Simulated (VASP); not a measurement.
# BN (R3m) in VASP: dielectric tensor with PBEsol

Aim: the dielectric tensor of BN with PBEsol.

All numbers are computed with VASP 6.6.1; they aren't measurements. Logs are shortened: lines on timing, memory, paths and dates and some standing lists are left out, and cuts for length are marked.

## Step 1: The crystal as given

It takes space group R3m (No. 160, trigonal). The conventional cell has a = 2.502 Å, b = 2.502 Å, c = 10.119 Å, α = 90.00°, β = 90.00°, γ = 120.00°. Around B (site symmetry 3m) lie 3 N at 1.44 Å. Around N (site symmetry 3m) lie 3 B at 1.44 Å.

The cell is a database's computed one.

## Step 2: Dielectric tensor, PBEsol

The input, INCAR:

```
PREC = Accurate
ENCUT = 520
EDIFF = 1E-8
ISMEAR = 0
SIGMA = 0.01
LREAL = F
LASPH = T
NELM = 100
ALGO = Normal
ISIF = 2
LWAVE = F
LCHARG = F
GGA = PS
LEPSILON = T
```

The input, KPOINTS:

```
Automatic mesh
0
Gamma
  10 10 10
```

The input, POSCAR:

```
BN
1.0
    1.2511217800      0.7223355000      3.3729344000
   -1.2511217800      0.7223355000      3.3729344000
    0.0000000000     -1.4446710000      3.3729344000
B N
1 1
Direct
    0.9996712012      0.9996712012      0.9996712012
    0.3327618003      0.3327618003      0.3327618003
```

Potentials or basis: VASP PAW PBE potentials, release 64 (B, N).

On the command line:

```sh
cat potpaw_PBE.64/B/POTCAR potpaw_PBE.64/N/POTCAR > POTCAR
mpirun -np 1 vasp_std > vasp.out
```

OUTCAR:

```text
PREC = Accurate
   ENCUT = 520
   EDIFF = 1E-8
   ISMEAR = 0
   LREAL = F
   LASPH = T
   NELM = 100
   ISIF = 2
   GGA = PS
   LEPSILON = T

 ion  position               nearest neighbor table
   1  1.000  1.000  1.000-   2 1.44   2 1.44   2 1.44
   2  0.333  0.333  0.333-   1 1.44   1 1.44   1 1.44

  LATTYP: Found a trigonal (rhomboedric) cell.
 ALAT       =     3.6692997629
 COS(alpha) =     0.7674786788

  Lattice vectors:

 A1 = (   1.2511217800,   0.7223355000,   3.3729344000)
 A2 = (  -1.2511217800,   0.7223355000,   3.3729344000)
 A3 = (   0.0000000000,  -1.4446710000,   3.3729344000)

Analysis of symmetry for initial positions (statically):
=====================================================================
 Subroutine PRICEL returns:
 Original cell was already a primitive cell.

 Routine SETGRP: Setting up the symmetry group for a
 trigonal (rhombohedral) supercell.

 Subroutine GETGRP returns: Found  6 space group operations
 (whereof  6 operations were pure point group operations)
 out of a pool of 12 trial point group operations.

The static configuration has the point symmetry C_3v.

Analysis of symmetry for dynamics (positions and initial velocities):
=====================================================================
 Subroutine PRICEL returns:
 Original cell was already a primitive cell.

 Routine SETGRP: Setting up the symmetry group for a
 trigonal (rhombohedral) supercell.

 Subroutine GETGRP returns: Found  6 space group operations
 (whereof  6 operations were pure point group operations)
 out of a pool of 12 trial point group operations.

The dynamic configuration has the point symmetry C_3v.

 Subroutine INISYM returns: Found  6 space group operations
 (whereof  6 operations are pure point group operations),
 and found     1 'primitive' translations

----------------------------------------------------------------------------------------

                                     Primitive cell

  volume of cell :      18.2893

  direct lattice vectors                    reciprocal lattice vectors
     1.251121780  0.722335500  3.372934400     0.399641352  0.230733041  0.098825916
    -1.251121780  0.722335500  3.372934400    -0.399641352  0.230733041  0.098825916
     0.000000000 -1.444671000  3.372934400     0.000000000 -0.461466082  0.098825916

  length of vectors
     3.669299763  3.669299763  3.669299765     0.471929559  0.471929559  0.471929557

  position of ions in fractional coordinates (direct lattice)
     0.999671201  0.999671201  0.999671201
     0.332761800  0.332761800  0.332761800

  ion indices of the primitive-cell ions
   primitive index   ion index
                 1           1
                 2           2

----------------------------------------------------------------------------------------

 KPOINTS: Automatic mesh

Automatic generation of k-mesh.
 Grid dimensions read from file:
 generate k-points for:   10   10   10

 Generating k-lattice:

  Cartesian coordinates                     Fractional coordinates (reciprocal lattice)
     0.039964135  0.023073304  0.009882592     0.100000000 -0.000000000  0.000000000
    -0.039964135  0.023073304  0.009882592    -0.000000000  0.100000000  0.000000000
     0.000000000 -0.046146608  0.009882592     0.000000000  0.000000000  0.100000000

  Length of vectors
     0.047192956  0.047192956  0.047192956

  Shift w.r.t. Gamma in fractional coordinates (k-lattice)
[... 74 lines left out ...]
  Fermi-wavevector in a.u.,A,eV,Ry     =   1.242717  2.348395 21.012099  1.544346
  Thomas-Fermi vector in A             =   2.377059
   LORBIT       =      0    0 simple, 1 ext, 2 COOP (PROOUT), +10 PAW based schemes
   GGA     = PS    functional components
   LHFCALC =     F    Hartree Fock is set to
   AEXX    =    0.0000 exact exchange contribution
   IVDW    =     0    specifies the selected vdW correction
   LEPSILON=     T    determine dielectric tensor
   LRPA    =     F    only Hartree local field effects (RPA)
 non-spin polarized calculation
 Gauss-broadening in eV      SIGMA  =   0.01
  energy-cutoff  :      520.00
  volume of cell :       18.29
 maximum number of plane-waves:       517
   NGX = 13   NGY = 13   NGZ = 13

--------------------------------------- Ionic step        1  -------------------------------------------

 number of electron       8.0000000 magnetization

 E-fermi :   2.1604     XC(G=0): -10.2083

 val. band max:        2.0847295601   @ k =  -0.3000   0.3000   0.0000
 cond. band min:       6.2265700830   @ k =   0.5000   0.5000   0.0000
 fundamental gap:      4.1418405228
 Fermi energy:         2.1604035856

 k-point     1 :       0.0000    0.0000    0.0000
  band No.  band energies     occupation
      1     -15.6882      2.00000
      2      -2.1554      2.00000
      3       0.7878      2.00000
      4       0.7878      2.00000
      5       7.0184      0.00000
      6      13.6898      0.00000
      7      13.6898      0.00000
      8      15.1652      0.00000
[... 243 lines left out ...]
 k-point    24 :       0.4000    0.3000   -0.0000
  band No.  band energies     occupation
      1     -13.3170      2.00000
      2      -5.0320      2.00000
      3      -2.1415      2.00000
      4      -0.1172      2.00000
      5       8.3553      0.00000
      6      12.3151      0.00000
      7      14.3189      0.00000
      8      19.2689      0.00000

 [... further k-points ...]

  FORCE on cell =-STRESS in cart. coord.  units (eV):
  Direction    XX          YY          ZZ          XY          YZ          ZX
  --------------------------------------------------------------------------------------
  -------------------------------------------------------------------------------------
  Total        0.1559176      0.1559176      0.0373817      0.0000000      0.0000000      0.0000000
  in kB       13.6586566     13.6586567      3.2746989      0.0000000      0.0000000      0.0000000
  external PRESSURE =      10.1973374 kB  Pullay stress =       0.0000000 kB

 VOLUME and BASIS-vectors are now :
 -----------------------------------------------------------------------------
  energy-cutoff  :      520.00
  volume of cell :       18.29
      direct lattice vectors                 reciprocal lattice vectors
     1.251121780  0.722335500  3.372934400     0.399641352  0.230733041  0.098825916
    -1.251121780  0.722335500  3.372934400    -0.399641352  0.230733041  0.098825916
     0.000000000 -1.444671000  3.372934400     0.000000000 -0.461466082  0.098825916

 POSITION                                       TOTAL-FORCE (eV/Angst)
 -----------------------------------------------------------------------------------
      0.00000      0.00000     10.11548         0.000000      0.000000     -0.002641
      0.00000      0.00000      3.36715         0.000000     -0.000000      0.002641
 -----------------------------------------------------------------------------------
    total drift:                                0.000000     -0.000000     -0.000069

  FREE ENERGIE OF THE ION-ELECTRON SYSTEM (eV)
  ---------------------------------------------------
  free  energy   TOTEN  =       -18.2845628476 eV

  energy  without entropy=      -18.2845628476  energy(sigma->0) =      -18.28456285

 HEAD OF MICROSCOPIC STATIC DIELECTRIC TENSOR (INDEPENDENT PARTICLE, excluding Hartree and local field effects)
 ------------------------------------------------------
           4.903160     0.000000     0.000000
           0.000000     4.903160     0.000000
          -0.000000     0.000000     2.984638
 ------------------------------------------------------

 Free energy of the ion-electron system (eV)
  ---------------------------------------------------
  ---------------------------------------------------
  free energy    TOTEN  =        -0.20240987 eV

  energy without entropy =       -0.20240987

------------------------ aborting loop because EDIFF is reached ----------------------------------------

--------------------------------------- Ionic step        2  -------------------------------------------

------------------------ aborting loop because EDIFF is reached ----------------------------------------

--------------------------------------- Ionic step        3  -------------------------------------------

 Free energy of the ion-electron system (eV)
  ---------------------------------------------------
  ---------------------------------------------------
  free energy    TOTEN  =        -0.09182710 eV

  energy without entropy =       -0.09182710

------------------------ aborting loop because EDIFF is reached ----------------------------------------

 PIEZOELECTRIC TENSOR FIELD DIRECTION 3  (e Angst)
 -----------------------------------------------------------------------------
     0.03282  0.00000 -0.00000           (  0.00005  0.00000  0.00000)
     0.00000  0.03282  0.00000           (  0.00000  0.00005  0.00000)
    -0.00000  0.00000 -0.09389           (  0.00000  0.00000 -0.00045)

 PIEZOELECTRIC TENSOR FIELD DIRECTION 3  (C/m^2)
 -----------------------------------------------------------------------------
     0.02875  0.00000 -0.00000
     0.00000  0.02875  0.00000
    -0.00000  0.00000 -0.08225

 MACROSCOPIC STATIC DIELECTRIC TENSOR (including local field effects in DFT)
 ------------------------------------------------------
           4.786072     0.000000    -0.000000
           0.000000     4.786072     0.000000
           0.000000    -0.000000     2.635977
 ------------------------------------------------------

 PIEZOELECTRIC TENSOR (including local field effects)  for field in x, y, z        (e  Angst)
          XX          YY          ZZ          XY          YZ          ZX
  --------------------------------------------------------------------------------
  x     0.00000     0.00000     0.00000     1.25608     0.00000     0.01882
  y     1.25608    -1.25608    -0.00000     0.00000     0.01882     0.00000
  z     0.03282     0.03282    -0.09389     0.00000    -0.00000    -0.00000

 PIEZOELECTRIC TENSOR (including local field effects)  for field in x, y, z        (C/m^2)
          XX          YY          ZZ          XY          YZ          ZX
  --------------------------------------------------------------------------------
  x     0.00000     0.00000     0.00000     1.10035     0.00000     0.01649
  y     1.10035    -1.10035    -0.00000     0.00000     0.01649     0.00000
  z     0.02875     0.02875    -0.08225     0.00000    -0.00000    -0.00000

 BORN EFFECTIVE CHARGES (including local field effects) (in |e|, cummulative output)
 ---------------------------------------------------------------------------------
 ion    1
    1     2.69960     0.00000     0.00000
    2     0.00000     2.69960     0.00000
    3     0.00000     0.00000     0.67750
 ion    2
    1    -2.69960     0.00000     0.00000
    2     0.00000    -2.69960     0.00000
    3     0.00000     0.00000    -0.67750
```

Wall time 2.7 min (1 thread of Intel Xeon 6975P-C (Granite Rapids), shared host); peak memory 0.3 GiB.

What came out:

* Band gap on the k mesh: 4.14 eV, indirect (least direct gap 4.83 eV)
* Electronic dielectric tensor (diagonal): 4.79, 4.79, 2.64
* Born charges (mean of the diagonal): B +2.03; N -2.03 e

Electronic dielectric tensor:
```
4.79 0.00 0.00
0.00 4.79 0.00
0.00 0.00 2.64
```

Born effective charge tensors (e):
atom 1, B
```
2.70 0.00 0.00
0.00 2.70 0.00
0.00 0.00 0.68
```
atom 2, N
```
-2.70  0.00  0.00
 0.00 -2.70  0.00
 0.00  0.00 -0.68
```

Caveat: the PAW data sets were made with another functional, which shifts forces and pressure a little. A k mesh can miss the band edges.
